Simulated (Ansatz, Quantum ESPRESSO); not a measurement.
# Complex bands of BaS, rock salt type, lattice constant set to 6.479 Å, part 4 of 4

Wanted: the complex band structure of BaS, rock salt type, lattice constant set to 6.479 Å, as for a tunnel barrier.

Quantum ESPRESSO 7.5; plane-wave DFT, LDA, PseudoDojo norm-conserving pseudopotentials; cross-check by Ansatz 0.2.0 with PAW datasets.

So far. Step 2 (SCF with pw.x): The run needed 10 iterations to bring the estimated error under 1e-09 Ry. Step 5 (Complex band structure, with ikind = 1): The message: “do_cond (1): different cut-offs on left lead and scattering region”. ikind = 1 needs a scattering region, which this input doesn't give; ikind = 0 solves the crystal alone.

## Step 6: The same in Ansatz

A second code with its own PAW datasets, on the same atoms.

Level of this step: plane-wave DFT, LDA, Ansatz PAW (Ansatz 0.2.0).

The input, input.yaml:

```yaml
crystal:
  lattice:
    - [4.5813448353, 0.0, 0.0]
    - [0.0, 4.5813448353, 0.0]
    - [0.0, 0.0, 6.479]
  atoms:
    - { symbol: Ba, position: [0.0, 0.0, 0.0] }
    - { symbol: S, position: [0.5, 0.5, 0.0] }
    - { symbol: Ba, position: [0.5, 0.5, 0.5] }
    - { symbol: S, position: [0.0, 0.0, 0.5] }
kpoints:
  mp_grid: { grid: [6, 6, 4] }
hamiltonian:
  xc: lda
scf:
  occupations: { method: fixed }
  convergence: { dr2_threshold: 1.0e-09 }
output:
  transmission:
    leads: [[0, 0]]
    kpoints: [[0, 0], [0.5, 0], [0.5, 0.5], [0.25, 0]]
    e_range: [-1.92, 7.44]
    de: 0.24
```

Launch:

```
$ ansatz run input.yaml --threads 2 --pin off --max-ram 4096MiB --backend cpu --events-out ev --progress --plain --runs-dir out
```

Numbers of over 12 decimals in the logs are rounded to 6 here.

The program printed:

```text
Engine: ansatz 0.2.0, aarch64-unknown-linux-gnu
Pseudopotentials: kind: paw
Pseudopotential: Ba, paw, valence charge 10, recommended cutoff 420 eV (normal), Ba.paw.azcp
Pseudopotential: S, paw, valence charge 6, recommended cutoff 420 eV (normal), S.paw.azcp
Functional definition: SPW92
  exchange = slater_x
  correlation = pw_c
Crystal: 4 atoms, lattice volume = 135.986 Å³
Basis set: ecut = 420 eV, 2701 PW (Γ)
Bands: 20, of which v1, the nominal top of the filled ones, is band 16 counted from 1 (15 counted from 0)
Symmetry: 32 space group operations
Space group: Fm-3m (ITA 225), of the structure as read, at distance tolerance 5.1e-5 Å
k-points: 30 of 144
Non-local potential: Ba, projectors of the file, l = 0: 3, l = 1: 2, l = 2: 2, l = 3: 2
Non-local potential: S, projectors of the file, l = 0: 2, l = 1: 2, l = 2: 2
PAW form: soft (Blöchl's): semilocal exchange-correlation on the pseudo side does not see the compensation charge
PAW frozen core: Ba, regenerated for the run's functional, and the local potential with it (the file was generated under x = pbe(κ = 0.804, μ = 0.219515), c = pbe(β = 0.066725))
PAW frozen core: S, regenerated for the run's functional, and the local potential with it (the file was generated under x = pbe(κ = 0.804, μ = 0.219515), c = pbe(β = 0.066725))
PAW one-centre angular grid: Ba, 194 points (default); XC on 64 Gauss nodes
PAW one-centre angular grid: S, 110 points (default); XC on 64 Gauss nodes
Initial density: superposition of atomic densities (neutral atoms: chi_scale 0, normalization atom), corrected by the library's trained network
Initial wavefunctions: pseudopotential atomic-orbital guess
Functional: x = slater, c = lda
SCF iter   1: F=—  HF=-13306.766401 eV  |F-HF|=—  |Δ(HF+E_count)|=         —  Δρ=5.30e-3  dr2=6.71e-2  ethr=1.77e-3  ⟨swp⟩=5.5  Hψ=2834  notcnv=0  defer=42
preconditioner: auto → Resta (q_TF=auto, 2.144 Å⁻¹)  ε∞=3.4  [insulator: Δε(μ)=1.925 eV  Ē_g=10.820 eV  n_scr=20 (ndim 8)  ℏωp=16.8 eV  f_vac=0.000  ε∞_Penn≈3.4]
SCF iter   2: F=—  HF=-13306.746837 eV  |F-HF|=—  |Δ(HF+E_count)|=   1.96e-2  Δρ=2.36e-3  dr2=7.60e-3  ethr=2.10e-4  ⟨swp⟩=2.4  Hψ=1081  notcnv=0  defer=58
SCF iter   3: F=—  HF=-13306.744894 eV  |F-HF|=—  |Δ(HF+E_count)|=   1.94e-3  Δρ=7.68e-4  dr2=7.35e-4  ethr=2.37e-5  ⟨swp⟩=2.3  Hψ=849  notcnv=0  defer=58
SCF iter   4: F=—  HF=-13306.744769 eV  |F-HF|=—  |Δ(HF+E_count)|=   1.26e-4  Δρ=7.88e-5  dr2=1.07e-5  ethr=2.30e-6  ⟨swp⟩=1.1  Hψ=632  notcnv=0  defer=53
SCF iter   5: F=—  HF=-13306.744773 eV  |F-HF|=—  |Δ(HF+E_count)|=   4.74e-6  Δρ=1.54e-5  dr2=4.14e-7  ethr=3.34e-8  ⟨swp⟩=2.9  Hψ=1099  notcnv=0  defer=32
SCF iter   6: F=—  HF=-13306.744774 eV  |F-HF|=—  |Δ(HF+E_count)|=   1.00e-7  Δρ=3.90e-6  dr2=3.55e-8  ethr=1.29e-9  ⟨swp⟩=2.0  Hψ=780  notcnv=0  defer=18
SCF iter   7: F=-13306.744774 eV  HF=-13306.744774 eV  |F-HF|=3.77e-10  |Δ(HF+E_count)|=  3.15e-10  Δρ=5.30e-7  dr2=3.75e-10  ethr=3.13e-12  ⟨swp⟩=6.2  Hψ=3089  notcnv=0
SCF 1 converged in 7 iterations: F = -13306.744774 eV  dr2 = 3.75e-10
  greatest PAW one-centre occupation: 0.956 electrons in one spin orbital (limit 2), on the Ba atom at site 2 (counted from 0), in its partial waves of l = 0
transmission: 12 of 48 steps passed
transmission: 24 of 48 steps passed
transmission: 36 of 48 steps passed
transmission: 48 of 48 steps passed
SCF converged after 7 iterations
Free energy (F): -13306.744774 eV
Harris-Foulkes:  -13306.744774 eV  (|F-HF|=3.77e-10)
Internal energy: -13306.744774 eV  (E = F + TS)
E sigma→0 (E₀):  -13306.744774 eV
Fermi energy:    5.140755 eV
--- Per-component energies (eV) ---
  E_band       = -124.297166
  E_kinetic    = 549.993632
  E_local      = -842.810781  (includes V_loc(G=0)·N_el)
  E_nonlocal   = 178.130085
  E_hartree    = 263.256461
  E_xc         = -526.985285
  E_vxc        = -448.064074  (∫ρ·V_xc dr)
  E_paw        = -11252.740226  (= ΣΔE_a)
  E_vpaw       = -88.059042  (= ΣTr[D̂ρ^β])
  E_aug_tail   = -0.000001  (compensation charges beyond the density's cutoff)
  E_ewald      = -1676.460085
  E_core_change = 0.871426  (= ΣΔE_core)
  E_smearing   = -0.000000  (= −TS)
  E_closure    = 0.000000  (closes the sum)
  Σ components = -13306.744774   (vs F -13306.744774, Δ=0.00e0)
--- Band table (eV; the first three rows and the last of 30) ---
  k-point 0: bands = [... 12 lower, 5.0075, 5.1407, 5.1407, 5.1408, 7.2085, 8.3143, 8.9314, 8.9314]
  k-point 1: bands = [... 12 lower, 4.9883, 4.9883, 5.0711, 5.0711, 7.3801, 8.5364, 8.8166, 9.4247]
  k-point 2: bands = [... 12 lower, 4.9882, 4.9882, 4.9882, 4.9882, 7.8670, 7.8670, 9.4809, 9.4809]
  k-point 29: bands = [... 12 lower, 4.6667, 4.6667, 4.6667, 4.6667, 9.2324, 9.2324, 9.2324, 9.2324]
--- Transmission ---
  basis      : 185 plane waves across, 12 finite elements along
  points     : 4, as listed
  energies   : 40 from -1.920000 to 7.440000 eV about the Fermi level, 0.240000 eV apart; the leads are filled to 1.033856 eV, and channels, transmission and decay are at 0.960000 eV
  crystal 0  : Ba2S2, at the sites [0, 0], period 6.4790 Å: whole cells are its period
    offset         : up to 0.0000 Å between an atom of the period and one for which it stands
    channels       : 0.000000e0 a spin
    conductance    : none, the energies end too early or step too widely for 300 K: set another output.transmission.e_range or a lower de, or, where they end at an eighth of basis.ecutwfc, a higher one
    slowest decay  : 0.1833 /Å at (0.0000, 0.0000)
```

Elapsed: 37 s, on 2 threads of Arm Neoverse V2, shared host; peak memory 0.55 GiB; 55 s of CPU time.

Read from the output:

* free energy: -13306.7448 eV
* gap by band count: 2.068 eV
* symmetry operations: 32
* slowest decay at the grid energy nearest mid-gap: 0.1833 Å⁻¹
* peak of the smallest κ at the zone centre: 0.1972 Å⁻¹
* energy of the peak at the zone centre: 1.68 eV
* peak of the smallest κ at (1/2, 0): 0.3509 Å⁻¹
* peak of the smallest κ at (1/2, 1/2): 0.2462 Å⁻¹
* peak of the smallest κ at (1/4, 0): 0.254 Å⁻¹
* valence top, on the run's zero: 5.141 eV

K across = (0, 0) in the cell's reciprocal vectors; values within 0.0025 1/Å of each other count once, columns are sorted by size at each energy, a dash where no further value was kept. Table of Im kz of the slowest decaying states by energy, zero at the highest filled level of the SCF mesh:

```csv
energy (eV),decay 1 (Å⁻¹),decay 2 (Å⁻¹),decay 3 (Å⁻¹)
-1.92,0.270,0.817,1.10
-1.68,0.224,0.782,1.07
-1.20,0.696,0.999,1.22
-0.96,0.643,0.964,1.20
-0.72,0.576,0.927,1.17
-0.24,0.170,0.294,0.848
0.00,0.00247,0.00736,0.220
0.24,0.110,0.254,0.314
0.72,0.169,0.298,0.408
0.96,0.183,0.312,0.421
1.20,0.192,0.324,0.424
1.68,0.197,0.340,0.358
1.92,0.194,0.223,0.345
2.16,0.187,0.349,0.382
2.64,0.157,0.334,0.351
2.88,0.126,0.303,0.351
3.36,0.215,0.346,0.406
3.60,0.145,0.333,0.342
3.84,0.0763,0.267,0.337
4.32,0.160,0.221,0.323
4.56,0.100,0.251,0.274
4.80,0.269,0.305,0.635
5.28,0.280,0.284,0.603
5.52,0.265,0.283,0.584
5.76,0.0870,0.248,0.277
6.24,0.192,0.248,0.274
6.48,0.185,0.223,0.325
6.72,0.170,0.188,0.357
7.20,0.0992,0.366,0.387
7.44,0.0635,0.189,0.268
```

K across = (0, 0) in the cell's reciprocal vectors. Re kz of states that move upwards against energy, zero at the highest filled level of the SCF mesh:

```csv
energy (eV),channel 1 (Å⁻¹),channel 2 (Å⁻¹),channel 3 (Å⁻¹),channel 4 (Å⁻¹),channel 5 (Å⁻¹)
-1.92,-,-,-,-,-
-1.44,-,-,-,-,-
-0.96,-0.328,-0.271,-,-,-
-0.48,-0.191,-,-,-,-
0.00,-,-,-,-,-
0.48,-,-,-,-,-
0.96,-,-,-,-,-
1.44,-,-,-,-,-
1.92,-,-,-,-,-
2.40,0.339,-,-,-,-
2.88,-0.427,-,-,-,-
3.12,-0.341,-,-,-,-
3.60,-0.160,0.214,-,-,-
4.08,0.184,0.184,0.394,-,-
4.56,-0.414,0.307,0.307,-,-
5.04,-0.270,0.134,0.388,0.402,0.402
5.52,-0.483,-0.483,-0.305,-0.112,0.214
6.00,-0.402,-0.402,0.275,-,-
6.48,-0.317,-0.317,0.330,-,-
6.96,-0.210,-0.210,0.382,-,-
7.44,0.101,0.157,0.436,-,-
```

K across = (1/2, 0) in the cell's reciprocal vectors; values within 0.0025 1/Å of each other count once, columns are sorted by size at each energy, a dash where no further value was kept. The Im kz of the slowest decaying states by energy, zero at the highest filled level of the SCF mesh:

```csv
energy (eV),decay 1 (Å⁻¹),decay 2 (Å⁻¹),decay 3 (Å⁻¹)
-1.92,0.112,0.553,0.677
-1.44,0.140,0.381,0.545
-0.96,0.398,1.47,-
-0.48,0.462,0.480,1.42
-0.24,0.146,0.499,0.511
0.00,0.204,0.510,0.540
0.24,0.239,0.514,0.557
0.72,0.282,0.511,0.572
1.20,0.306,0.494,0.571
1.68,0.321,0.465,0.559
2.16,0.334,0.419,0.538
2.64,0.351,0.508,1.05
2.88,0.334,0.490,1.01
3.36,0.291,0.447,0.936
3.84,0.226,0.392,0.847
4.32,0.135,0.319,0.742
4.80,0.115,0.209,0.608
5.28,0.0253,0.400,1.26
5.76,0.0789,0.155,0.256
6.00,0.0897,0.339,1.15
6.48,0.0630,0.115,0.356
6.96,0.0779,0.129,0.303
7.44,0.0843,0.192,0.228
```

K across = (1/2, 1/2) in the cell's reciprocal vectors; values within 0.0025 1/Å of each other count once, columns are sorted by size at each energy, a dash where no further value was kept. The Im kz of the slowest decaying states by energy, zero at the highest filled level of the SCF mesh:

```csv
energy (eV),decay 1 (Å⁻¹),decay 2 (Å⁻¹),decay 3 (Å⁻¹)
-1.92,0.298,0.753,-
-1.44,0.212,0.663,-
-0.96,0.531,-,-
-0.48,0.324,1.46,-
-0.24,0.548,1.43,-
0.00,0.105,0.169,0.628
0.24,0.167,0.240,0.675
0.72,0.228,0.269,0.732
1.20,0.244,0.260,0.763
1.68,0.176,0.277,0.780
2.16,0.284,0.787,1.14
2.64,0.283,0.787,1.07
2.88,0.280,0.785,1.03
3.36,0.270,0.777,0.950
3.84,0.253,0.765,0.860
4.32,0.228,0.749,0.755
4.80,0.193,0.628,0.729
5.28,0.139,0.456,0.705
5.76,0.108,0.678,1.03
6.00,0.663,0.985,1.02
6.48,0.108,0.631,0.865
6.96,0.0803,0.598,0.677
7.44,0.0223,0.150,0.477
```

K across = (1/4, 0) in the cell's reciprocal vectors; values within 0.0025 1/Å of each other count once, columns are sorted by size at each energy, a dash where no further value was kept. Table of Im kz of the slowest decaying states by energy, zero at the highest filled level of the SCF mesh:

```csv
energy (eV),decay 1 (Å⁻¹),decay 2 (Å⁻¹),decay 3 (Å⁻¹)
-1.92,0.237,0.684,0.746
-1.68,0.173,0.633,0.701
-1.20,0.488,0.585,1.16
-0.96,0.355,0.497,1.13
-0.72,0.243,0.265,0.336
-0.24,0.191,0.367,0.416
0.00,0.112,0.236,0.432
0.24,0.164,0.267,0.459
0.72,0.215,0.305,0.464
0.96,0.229,0.318,0.458
1.20,0.238,0.328,0.449
1.68,0.248,0.341,0.419
1.92,0.250,0.345,0.399
2.16,0.250,0.347,0.374
2.64,0.253,0.302,0.348
2.88,0.254,0.34,0.364
3.36,0.186,0.294,0.341
3.60,0.125,0.248,0.336
3.84,0.0921,0.187,0.331
4.32,0.116,0.319,0.431
4.56,0.0621,0.314,0.395
4.80,0.125,0.331,0.449
5.28,0.250,0.262,0.446
5.52,0.0833,0.193,0.298
5.76,0.142,0.184,0.322
6.24,0.0699,0.250,0.279
6.48,0.283,0.341,1.23
6.72,0.0777,0.173,0.271
7.20,0.169,0.177,0.258
7.44,0.130,0.171,0.255
```

## Step 7: A check by hand

T falls as exp(−2κd). With κ = 0.182 1/Å, 10 Å of barrier pass exp(−2 × 0.182 × 10) = 0.026 of that channel, interfaces aside.

## Step 8: Summary of results

```json
{
  "gap on the SCF mesh": "2.01 eV",
  "smallest κ at mid-gap among the four k points, at the zone centre": "0.182 Å⁻¹",
  "peak of the smallest κ in the stop band at the zone centre": "0.193 Å⁻¹",
  "peak of the smallest κ in the stop band at (1/2, 0)": "0.361 Å⁻¹",
  "peak of the smallest κ in the stop band at (1/2, 1/2)": "0.245 Å⁻¹",
  "peak of the smallest κ in the stop band at (1/4, 0)": "0.255 Å⁻¹",
  "energy of the peak at the zone centre, over the highest filled level": "1.44 eV",
  "peak at the zone centre by Ansatz": "0.197 Å⁻¹"
}
```

What this shows: With a gap of 2.01 eV on the mesh, the smallest κ at mid-gap among the four k points, at the zone centre is 0.182 Å⁻¹ (LDA, PseudoDojo norm-conserving). For a barrier with the Fermi level at mid-gap the slowest state found, at the zone centre, loses a factor of ten in probability every 6.3 Å or so. Stop bands away from the zone centre are mostly wider than the gap, so their peaks can lie above the conduction bottom. At the zone centre pwcond's peak is 0.193 and Ansatz's 0.197 1/Å, 2 % apart. The cell is the a/√2 one, turned by 45°, with two primitive cells, so X along [001] folds onto kz = 0. A semilocal gap is too small, often by a third to a half and by more in narrow-gap crystals, so real barriers decay faster. Spin-orbit coupling is left out; depending on the atoms that carry the levels of interest, it can split and shift them by tens to hundreds of meV.

[Logs are printed without paths, hosts, clocks, repeated set-up lines and the standing remarks that a program may print on its own settings, such as how far it seeks lower states.]

[Hosts, paths, dates, database ids (printed as entryN), source tags and the programs' standing remarks are cut or masked in the printed files.]

[Maps of the electrostatic potential energy from Ansatz leave out the sawtooth potential of an applied field or a dipole correction, so their vacuum need not be flat; planar profiles and work functions include it.]
